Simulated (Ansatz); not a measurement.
# InP: the cost of one run

Computed with Ansatz 0.2.0 (DFT PBE, scalar-relativistic, plane waves, PAW, unless a step's input says otherwise).

5 further runs of the same task are left out: 5 set aside as unsound or not needed.

**1. The starting structure**

It takes space group Fm-3m (No. 225, cubic). Conventional cell: a = 5.540 Å, b = 5.540 Å, c = 5.540 Å, α = 90.00°, β = 90.00°, γ = 90.00°. Around In (site symmetry m-3m) lie 6 P at 2.77 Å. P (site symmetry m-3m) is surrounded by 6 In at 2.77 Å.

Structure file:

```
CELL_PARAMETERS angstrom
0.00000 2.77016 2.77016
2.77016 0.00000 2.77016
2.77016 2.77016 0.00000
ATOMIC_POSITIONS crystal
In 0.00000 0.00000 0.00000
P 0.50000 0.50000 0.50000
```

It is the result of an earlier relaxation at this level (volume 21.26 Å³/atom; gap on the mesh: none (metal)).

**2. Building the (111) antiphase boundary, species swapped**

The upper half of the cell takes the other sublattice, which makes two boundaries. Atoms and height relax; energies count from the bulk on a matched mesh, -3176.7576 eV an atom.

The cell holds 6 In, 6 P: a = 3.918 Å, b = 3.918 Å, c = 19.192 Å, α = 90.00°, β = 90.00°, γ = 120.00°.

**3. Relaxation**

File input.yaml:

```yaml
crystal:
  lattice:
    - [3.9175984298, 0.0, 0.0]
    - [-1.9587992149, 3.392739762, 0.0]
    - [0.0, 0.0, 19.1922343401]
  atoms:
    - { symbol: In, position: [0.0, 0.0, 0.0] }
    - { symbol: P, position: [0.0, 1.0, 0.25] }
    - { symbol: In, position: [0.3333333333, 0.6666666667, 0.1666666667] }
    - { symbol: P, position: [0.6666666667, 0.3333333333, 0.0833333333] }
    - { symbol: In, position: [0.6666666667, 0.3333333333, 0.3333333333] }
    - { symbol: P, position: [0.3333333333, 0.6666666667, 0.4166666667] }
    - { symbol: P, position: [0.0, 1.0, 0.5] }
    - { symbol: In, position: [0.0, 1.0, 0.75] }
    - { symbol: P, position: [0.3333333333, 0.6666666667, 0.6666666667] }
    - { symbol: In, position: [0.6666666667, 0.3333333333, 0.5833333333] }
    - { symbol: P, position: [0.6666666667, 0.3333333333, 0.8333333333] }
    - { symbol: In, position: [0.3333333333, 0.6666666667, 0.9166666667] }
basis:
  ecutwfc: 420
kpoints:
  mp_grid: { grid: [12, 12, 2] }
hamiltonian:
  xc: pbe
scf:
  occupations: { method: gaussian, width: 0.1 }
output:
  forces: true
  stress: true
  eigenvalues: true
  populations: true
relax:
  adjacent_minimum: "off"
  f_tol: 0.02
  max_steps: 45
  cell: { fix: [a, b, alpha, beta, gamma], stress_tol: 0.1 }
```

The run is started by

```console
> ansatz run input.yaml --threads 2 --pin off --max-ram 5120MiB --backend cpu --events-out ev --progress --plain --runs-dir out
```

Q: Estimate wall time and peak memory on 2 threads of Intel Xeon Platinum 8488C (Sapphire Rapids), shared host.

About 2.1 min, with a peak of 0.92 GiB.
